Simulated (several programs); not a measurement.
## What each method gives for ZnSe (NiAs type)

ZnSe built on the NiAs prototype, relaxed with r2SCAN in Ansatz, was computed with several methods. It is hexagonal, P6_3/mmc (No. 194); a = 3.780 Å, c = 6.132 Å in the conventional setting, 18.97 Å³ an atom. Around Zn lie 6 Se at 2.67 Å; around Se lie 6 Zn at 2.67 Å. Computed, not measured; no magnetism was allowed, and whether the structure is a known phase isn't checked.

```
CELL_PARAMETERS angstrom
3.77967 0.00000 0.00000
-1.88983 3.27329 0.00000
0.00000 0.00000 6.13190
ATOMIC_POSITIONS crystal
Zn 0.00000 0.00000 0.00000
Zn 0.00000 0.00000 0.50000
Se 0.33333 0.66667 0.25000
Se 0.66667 0.33333 0.75000
```

Gaps and times are for a single point on this cell; volume and bulk modulus come from each method's own relaxation or energy curve at fixed shape, which is too stiff where a cell has free coordinates or axes. Times are rough, from shared hosts (Arm Neoverse N1; Intel Xeon Platinum 8375C CPU @ 2.90GHz), and each method has its own mesh and cell size. A double dagger marks a value from a curve with shape and coordinates held. A star marks a curve whose lowest point is an end point. PM6 (MOPAC), PM7 (MOPAC), GFN1-xTB (tblite), GFN2-xTB (tblite) treat a cluster of cells at its zone centre, which samples few k points: where these miss a band edge, the gap comes out too large for that reason alone. Gaps from k meshes are read at a limited set of points (mesh, symmetry points, PBE's band edges), so each method's own least gap may be somewhat smaller. Force fields have no electrons; where one was fitted to this phase, its volume and modulus reflect the fit. xTB and the PM methods were fitted mostly to molecules, and can miss a solid's gap by electronvolts. Minimal bases can be far off for gaps. Times of the plane-wave rungs are withheld (a dash), since they come from other jobs, hosts and meshes; the meshes of hybrids and Hartree-Fock don't converge their gaps to the digits shown. d marks a direct gap, i an indirect one (no mark: not told apart), a dash a value that wasn't computed or didn't pass its checks.

```json
{"method": "PBEsol", "kind": "semilocal", "gap (eV)": "–", "own volume (Å³/atom)": "18.48", "bulk modulus (GPa)": "–", "atoms computed": "4", "processor time": "–"}
{"method": "CdTeZnSeHgS0.sw (LAMMPS)", "kind": "force field", "gap (eV)": "–", "own volume (Å³/atom)": "–", "bulk modulus (GPa)": "–", "atoms computed": "4", "processor time": "0.11 s"}
{"method": "light PBE (260 eV, its own mesh)", "kind": "light plane-wave", "gap (eV)": "overlap 0.33", "own volume (Å³/atom)": "–", "bulk modulus (GPa)": "–", "atoms computed": "4", "processor time": "1.6 s"}
{"method": "GFN1-xTB (tblite)", "kind": "tight binding", "gap (eV)": "0.12", "own volume (Å³/atom)": "–", "bulk modulus (GPa)": "–", "atoms computed": "cluster", "processor time": "6.4 s"}
{"method": "PBE", "kind": "semilocal", "gap (eV)": "overlap 0.42", "own volume (Å³/atom)": "19.52", "bulk modulus (GPa)": "70‡", "atoms computed": "4", "processor time": "–"}
{"method": "GFN2-xTB (tblite)", "kind": "tight binding", "gap (eV)": "0", "own volume (Å³/atom)": "–", "bulk modulus (GPa)": "–", "atoms computed": "cluster", "processor time": "9.7 s"}
{"method": "r2SCAN", "kind": "semilocal", "gap (eV)": "overlap 0.01", "own volume (Å³/atom)": "18.97", "bulk modulus (GPa)": "81‡", "atoms computed": "4", "processor time": "–"}
{"method": "PBE/SZV (CP2K)", "kind": "small basis", "gap (eV)": "0.07 i", "own volume (Å³/atom)": "20.85*‡", "bulk modulus (GPa)": "–", "atoms computed": "4", "processor time": "18 s"}
{"method": "LDA", "kind": "semilocal", "gap (eV)": "overlap 0.58", "own volume (Å³/atom)": "17.89", "bulk modulus (GPa)": "–", "atoms computed": "4", "processor time": "–"}
{"method": "PM6 (MOPAC)", "kind": "semi-empirical", "gap (eV)": "2.40", "own volume (Å³/atom)": "–", "bulk modulus (GPa)": "–", "atoms computed": "cluster", "processor time": "22 s"}
{"method": "PM7 (MOPAC)", "kind": "semi-empirical", "gap (eV)": "2.41", "own volume (Å³/atom)": "–", "bulk modulus (GPa)": "–", "atoms computed": "cluster", "processor time": "23 s"}
{"method": "PBE/single zeta (GPAW)", "kind": "small basis", "gap (eV)": "overlap 0.20", "own volume (Å³/atom)": "–", "bulk modulus (GPa)": "–", "atoms computed": "4", "processor time": "30 s"}
{"method": "PBE/DZVP (CP2K)", "kind": "small basis", "gap (eV)": "overlap 0.43", "own volume (Å³/atom)": "19.72‡", "bulk modulus (GPa)": "69‡", "atoms computed": "4", "processor time": "46 s"}
{"method": "PBE+SOC", "kind": "semilocal", "gap (eV)": "overlap 0.44", "own volume (Å³/atom)": "–", "bulk modulus (GPa)": "–", "atoms computed": "4", "processor time": "–"}
{"method": "HSE06", "kind": "hybrid", "gap (eV)": "0.46 i", "own volume (Å³/atom)": "19.12", "bulk modulus (GPa)": "–", "atoms computed": "4", "processor time": "–"}
{"method": "PBE0", "kind": "hybrid", "gap (eV)": "1.07 i", "own volume (Å³/atom)": "–", "bulk modulus (GPa)": "–", "atoms computed": "4", "processor time": "–"}
{"method": "HSE06+SOC", "kind": "hybrid", "gap (eV)": "0.43 i", "own volume (Å³/atom)": "–", "bulk modulus (GPa)": "–", "atoms computed": "4", "processor time": "–"}
```

Against HSE06 (0.46 eV) and with closed or daggered gaps left aside, the nearest gap at the points sampled is that of HSE06+SOC (-0.03 eV) and the farthest that of PM7 (MOPAC) (+1.95 eV). HSE06 is only a yardstick of convenience, and nearness to it can be luck.

Volumes against r2SCAN's: PBEsol -2.6 %, PBE +2.9 %, LDA -5.7 %, HSE06 +0.8 %.

Relaxed on its own, the cell leaves this structure with CdTeZnSeHgS0.sw (LAMMPS), so no volume is listed.

With PBE and r2SCAN the bands overlap or touch, or nearly. Semilocal functionals can close a real gap, so this doesn't show a metal; small gaps of other methods may in turn close between the points read or with spin-orbit coupling, and the solid may be a semimetal.

Only the rows marked +SOC include spin-orbit coupling.
